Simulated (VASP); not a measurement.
# WC (Fm-3m) in VASP: single point with PBEsol

Aim: the single point of WC with PBEsol.

Everything below comes from runs of VASP 6.6.1. Logs are shortened: lines on timing, memory, paths and dates and some standing lists are left out, and cuts for length are marked.

**1. Starting point**

It takes space group Fm-3m (No. 225, cubic). The conventional cell has a = 4.385 Å, b = 4.385 Å, c = 4.385 Å, α = 90.00°, β = 90.00°, γ = 90.00°. W (site symmetry m-3m) has 6 C at 2.19 Å as nearest neighbours. C (site symmetry m-3m) has 6 W at 2.19 Å as nearest neighbours.

Measurements of this composition are mostly on another form, of space group No. 187.

**2. Single point, PBEsol**

The input, INCAR:

```
  ALGO = Fast
  EDIFF = 1E-6
  ENCUT = 520
  GGA = PS
  ISIF = 2
  ISMEAR = 0
  LASPH = T
  LCHARG = T
  LELF = T
  LREAL = F
  LVHAR = T
  LWAVE = F
  NBANDS = 16
  NELM = 80
  PREC = Accurate
  SIGMA = 0.1
```

The input, KPOINTS:

```
k-points
0
Gamma
  8 8 8
```

The input, POSCAR:

```
WC
1.0
    0.0000000000      2.1926840000      2.1926840000
    2.1926840000      0.0000000000      2.1926840000
    2.1926840000      2.1926840000      0.0000000000
W C
1 1
Direct
    0.0000000000      0.0000000000      0.0000000000
    0.5000000000      0.5000000000      0.5000000000
```

Potentials or basis: VASP PAW PBE potentials, release 64 (W_sv, C).

Command:

```bash
> cat potpaw_PBE.64/W_sv/POTCAR potpaw_PBE.64/C/POTCAR > POTCAR
> mpirun -np 1 vasp_std > vasp.out
```

OUTCAR:

```text
EDIFF = 1E-6
   ENCUT = 520
   GGA = PS
   ISIF = 2
   ISMEAR = 0
   LASPH = T
   LREAL = F
   NELM = 80
   PREC = Accurate

 ion  position               nearest neighbor table
   1  0.000  0.000  0.000-   2 2.19   2 2.19   2 2.19   2 2.19   2 2.19   2 2.19
   2  0.500  0.500  0.500-   1 2.19   1 2.19   1 2.19   1 2.19   1 2.19   1 2.19

  LATTYP: Found a face centered cubic cell.
 ALAT       =     4.3853680000

  Lattice vectors:

 A1 = (   0.0000000000,   2.1926840000,   2.1926840000)
 A2 = (   2.1926840000,   0.0000000000,   2.1926840000)
 A3 = (   2.1926840000,   2.1926840000,   0.0000000000)

Analysis of symmetry for initial positions (statically):
=====================================================================
 Subroutine PRICEL returns:
 Original cell was already a primitive cell.

 Routine SETGRP: Setting up the symmetry group for a
 face centered cubic supercell.

 Subroutine GETGRP returns: Found 48 space group operations
 (whereof 48 operations were pure point group operations)
 out of a pool of 48 trial point group operations.

The static configuration has the point symmetry O_h .

Analysis of symmetry for dynamics (positions and initial velocities):
=====================================================================
 Subroutine PRICEL returns:
 Original cell was already a primitive cell.

 Routine SETGRP: Setting up the symmetry group for a
 face centered cubic supercell.

 Subroutine GETGRP returns: Found 48 space group operations
 (whereof 48 operations were pure point group operations)
 out of a pool of 48 trial point group operations.

The dynamic configuration has the point symmetry O_h .

 Subroutine INISYM returns: Found 48 space group operations
 (whereof 48 operations are pure point group operations),
 and found     1 'primitive' translations

----------------------------------------------------------------------------------------

                                     Primitive cell

  volume of cell :      21.0842

  direct lattice vectors                    reciprocal lattice vectors
     0.000000000  2.192684000  2.192684000    -0.228031034  0.228031034  0.228031034
     2.192684000  0.000000000  2.192684000     0.228031034 -0.228031034  0.228031034
     2.192684000  2.192684000  0.000000000     0.228031034  0.228031034 -0.228031034

  length of vectors
     3.100923451  3.100923451  3.100923451     0.394961337  0.394961337  0.394961337

[... 79 lines left out ...]
   NELM   =     80;   NELMIN=  2; NELMDL= -5     # of ELM steps
   EDIFF  = 0.1E-05   stopping-criterion for ELM
   LREAL  =      F    real-space projection
   EDIFFG = 0.1E-04   stopping-criterion for IOM
   NSW    =      0    number of steps for IOM
   IBRION =     -1    ionic relax: 0-MD 1-quasi-New 2-CG
   NFREE  =      0    steps in history (QN), initial steepest desc. (CG)
   ISIF   =      2    stress and relaxation
   ISYM   =      2    0-nonsym 1-usesym 2-fastsym
   POTIM  = 0.5000    time-step for ionic-motion
   TEBEG  =    0.0;   TEEND  =   0.0 temperature during run
   PSTRESS=    0.0 pullay stress
   NELECT =      18.0000    total number of electrons
   NUPDOWN=      -1.0000    fix difference up-down
   EMIN   =  10.00;   EMAX   =-10.00  energy-range for DOS
   EFERMI =   0.00;   METHOD = LEGACY
   ISMEAR =     0;   SIGMA  =   0.10  broadening in eV -4-tet -1-fermi 0-gaus
   EFERMI_NEDOS =   21; number of points for ismear=-14 and -15
   IALGO  =     68    algorithm
   IMIX   =      4    mixing-type and parameters
     AMIX     =   0.40;   BMIX     =  1.00
     AMIX_MAG =   1.60;   BMIX_MAG =  1.00
  volume/ion in A,a.u.               =      10.54        71.14
  Fermi-wavevector in a.u.,A,eV,Ry     =   1.553029  2.934800 32.815887  2.411900
  Thomas-Fermi vector in A             =   2.657319
   LORBIT       =      0    0 simple, 1 ext, 2 COOP (PROOUT), +10 PAW based schemes
   GGA     = PS    functional components
   LHFCALC =     F    Hartree Fock is set to
   AEXX    =    0.0000 exact exchange contribution
   IVDW    =     0    specifies the selected vdW correction
   LEPSILON=     F    determine dielectric tensor
   LRPA    =     F    only Hartree local field effects (RPA)
 non-spin polarized calculation
 RMM-DIIS sequential band-by-band and
 Gauss-broadening in eV      SIGMA  =   0.10
  energy-cutoff  :      520.00
  volume of cell :       21.08
 maximum number of plane-waves:       588
   NGX = 11   NGY = 11   NGZ = 11

 number of electron      18.0000001 magnetization

 Free energy of the ion-electron system (eV)
  ---------------------------------------------------
  ext. energy  EPLUGINS =         0.00000000
  ---------------------------------------------------
  free energy    TOTEN  =       -22.97168567 eV

  energy without entropy =      -22.96352725  energy(sigma->0) =      -22.96760646

 E-fermi :  12.3807     XC(G=0): -13.8423

 val. band max:       12.3203805695   @ k =   0.5000   0.1250   0.0000
 cond. band min:      12.4150080059   @ k =  -0.2500   0.3750   0.1250
 fundamental gap:      0.0946274364
 Fermi energy:        12.3807246116

 k-point     1 :       0.0000    0.0000    0.0000
  band No.  band energies     occupation
      1     -63.1211      2.00000
      2     -27.1174      2.00000
      3     -27.1174      2.00000
      4     -27.1174      2.00000
      5      -3.5274      2.00000
      6       9.4904      2.00000
[... 433 lines left out ...]
      3     -27.3380      2.00000
      4     -27.2346      2.00000
      5       0.2874      2.00000
      6       3.7214      2.00000
[... 8 lines left out ...]
     15      24.3534      0.00000
     16      25.5517      0.00000

 [... further k-points ...]

------------------------ aborting loop because EDIFF is reached ----------------------------------------

  FORCE on cell =-STRESS in cart. coord.  units (eV):
  Direction    XX          YY          ZZ          XY          YZ          ZX
  --------------------------------------------------------------------------------------
  -------------------------------------------------------------------------------------
  Total       -1.1538308     -1.1538308     -1.1538308      0.0000000     -0.0000000      0.0000000
  in kB      -87.6787949    -87.6787949    -87.6787949      0.0000000     -0.0000000      0.0000000
  external PRESSURE =     -87.6787949 kB  Pullay stress =       0.0000000 kB

 VOLUME and BASIS-vectors are now :
 -----------------------------------------------------------------------------
  energy-cutoff  :      520.00
  volume of cell :       21.08
      direct lattice vectors                 reciprocal lattice vectors
     0.000000000  2.192684000  2.192684000    -0.228031034  0.228031034  0.228031034
     2.192684000  0.000000000  2.192684000     0.228031034 -0.228031034  0.228031034
     2.192684000  2.192684000  0.000000000     0.228031034  0.228031034 -0.228031034

 POSITION                                       TOTAL-FORCE (eV/Angst)
 -----------------------------------------------------------------------------------
      0.00000      0.00000      0.00000        -0.000000      0.000000     -0.000000
      2.19268      2.19268      2.19268         0.000000     -0.000000      0.000000
 -----------------------------------------------------------------------------------
    total drift:                                0.000000     -0.000000     -0.000000

  FREE ENERGIE OF THE ION-ELECTRON SYSTEM (eV)
  ---------------------------------------------------
  free  energy   TOTEN  =       -22.9716856731 eV

  energy  without entropy=      -22.9635272486  energy(sigma->0) =      -22.96760646
```

stdout:

```text
POSCAR found type information on POSCAR W C
 POSCAR found :  2 types and       2 ions
 scaLAPACK will be used
 -----------------------------------------------------------------------------
|                                                                             |
|                                                                             |
|     You enforced a specific xc type in the INCAR file but a different       |
|     I HOPE YOU KNOW WHAT YOU ARE DOING!                                     |
|                                                                             |
 -----------------------------------------------------------------------------

 LDA part: xc-table for (Slater+PW92), standard interpolation
 POSCAR, INCAR and KPOINTS ok, starting setup
 FFT: planning ... GRIDC
 FFT: planning ... GRID_SOFT
 FFT: planning ... GRID
 WAVECAR not read
 entering main loop
```

Run time: 18 s. Hardware: 1 thread of AMD EPYC 7R13 (Zen 3), shared host; peak memory 0.1 GiB.

What came out:

* Free energy: -22.9717 eV
* Pressure: -8.8 GPa
* Band gap on the k mesh: none (metal or under the smearing width)

Levels at points of the mesh, in eV from the Fermi level:
```
           k point  band 6  band 7  band 8  band 9  band 10  band 11  band 12  band 13
(0.00, 0.00, 0.00)   -2.89   -2.89   -2.89   -1.16    -1.16    -1.16    -1.10    -1.10
(0.50, 0.00, 0.00)   -9.94   -6.70   -6.70    0.92     0.92     2.20     4.77     8.69
(0.50, 0.50, 0.00)   -5.92   -5.71   -2.60   -2.60     0.72     2.15     2.15     5.28
```

Caveat: the PAW data sets were made with another functional, which shifts forces and pressure a little. Spin-orbit coupling is left out, which matters for the levels of W.
